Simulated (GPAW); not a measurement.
Crystal: BAs.

```
As B
1.0
     0.00000    2.38850    2.38850
     2.38850    0.00000    2.38850
     2.38850    2.38850    0.00000
As B
1 1
Cartesian
  3.5827 3.5827 3.5827
  0.0000 0.0000 0.0000
```

Base run:

| Quantity | Value |
| --- | --- |
| Program | GPAW 26.7.0 |
| Functional | PBE |
| Potentials or basis | GPAW PAW data sets (gpaw-data 1.2.1) |
| Cutoff | 600 eV |
| Basis | pw |
| k mesh | 8 × 8 × 8 |
| Occupations | fermi-dirac, width 0.05 eV |
| Spin | no spin polarisation |

Its results: band gap on the k mesh 1.20 eV, indirect (least direct gap 3.29 eV).

Q: The run is repeated on the same cell with these changes: functional from PBE to PBE0; k mesh from 8 × 8 × 8 to 6 × 6 × 6. What comes out?

A: Band gap on the k mesh 2.63 eV, indirect (least direct gap 4.81 eV).

Several settings changed at once, so the effect can't be laid on one alone.

A k mesh can miss the band edges.
